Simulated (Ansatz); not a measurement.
Wanted: the native input for an Ansatz 0.2.0 run.

```yaml
Task: single point
Functional: PBE
Potentials_or_basis: Ansatz PAW
Cutoff: 800 eV
Density_cutoff: 3200 eV
k_mesh: 10 × 10 × 10
Occupations: fermi-dirac, width 0.05 eV
Spin: no spin polarisation
```

CuO:

```
Cu O
1.0
     0.00000    2.32725    2.32725
     2.32725    0.00000    2.32725
     2.32725    2.32725    0.00000
Cu O
1 1
Direct
  0.00000 0.00000 0.00000
  0.25000 0.25000 0.25000
```

Measurements of this composition are mostly on another form, of space group No. 15.

The input as run:

input.yaml

```yaml
crystal:
  lattice:
    - [0.0, 2.32725273, 2.32725273]
    - [2.32725273, 0.0, 2.32725273]
    - [2.32725273, 2.32725273, 0.0]
  atoms:
    - { symbol: Cu, position: [0.0, 0.0, 0.0] }
    - { symbol: O, position: [0.25, 0.25, 0.25] }
hamiltonian:
  xc: pbe
  pseudopotentials: { kind: paw }
kpoints:
  mp_grid: { grid: [10, 10, 10] }
scf:
  occupations: { method: fermi_dirac, width: 0.05 }
basis:
  ecutwfc: "800 eV"
output:
  forces: true
  stress: true
  eigenvalues: true
```

Potentials or basis: Ansatz PAW.

Command:

```sh
$ ansatz run input.yaml --threads 2 --pin off --max-ram 5632MiB --backend cpu --events-out ev --progress --plain --runs-dir out
```

It gave:

* Pressure: -9.6 GPa
* Band gap on the k mesh: none (metal or under the smearing width)

Caveat: an odd number of electrons without spin polarisation forces a metal; a magnetic or distorted state may lie lower; the run has no spin polarisation, though such a crystal can be magnetic; semilocal functionals often make such compounds metallic where correlation or magnetic order opens a gap, which also shifts bond lengths.

It took 2.4 s on 2 threads of Arm Neoverse V1 (shared host), peak memory 0.34 GiB.
